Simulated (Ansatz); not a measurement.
## SrCl2: changing the share of exact exchange

```cif
data_structure
_symmetry_space_group_name_H-M 'Fm-3m'
_symmetry_Int_Tables_number 225
_cell_length_a 6.9767
_cell_length_b 6.9767
_cell_length_c 6.9767
_cell_angle_alpha 90.000
_cell_angle_beta 90.000
_cell_angle_gamma 90.000
_cell_volume 339.59
loop_
_atom_site_label
_atom_site_type_symbol
_atom_site_symmetry_multiplicity
_atom_site_Wyckoff_symbol
_atom_site_fract_x
_atom_site_fract_y
_atom_site_fract_z
_atom_site_occupancy
Sr1 Sr 4 a 0.00000 0.00000 0.00000 1
Cl1 Cl 8 c 0.25000 0.25000 0.75000 1
```

Kept alike: task single point; functional HSE06 form with a typed share of exact exchange; k mesh 4 × 4 × 4; occupations fermi-dirac, width 0.05 eV; no spin polarisation. Program: Ansatz, Ansatz PAW, cutoff 420 eV. Screening held at 0.2 Å⁻¹. The mesh is that of the run's cell of 3 atoms. No spin-orbit coupling.

```tsv
share of exact exchange, α	band gap (eV)	pressure (GPa)
0.05	5.600	0.89
0.1	5.858	0.79
0.15	?	?
0.2	6.382	0.59
0.25	6.646	0.49
0.3	6.912	0.39
0.4	7.448	0.18
0.5	7.990	-0.02
```

Pressure is positive in compression, with a Pulay correction for the finite cutoff. A gap read on the mesh alone can miss an edge between its points. All rows use potentials made for PBE. The mesh is thin for exact exchange.

Question: Fit the rows shown and predict the run at 0.15.

Answer: A least-squares line through the rows shown is band gap = 5.3105 α + 5.3253 (largest miss 0.0094); at α = 0.15 it gives 6.122 eV. A least-squares line through the rows shown is pressure = -2.025 α + 0.994 (largest miss 0.004); at α = 0.15 it gives 0.69 GPa. The run gave: band gap 6.119 eV; pressure 0.69 GPa.
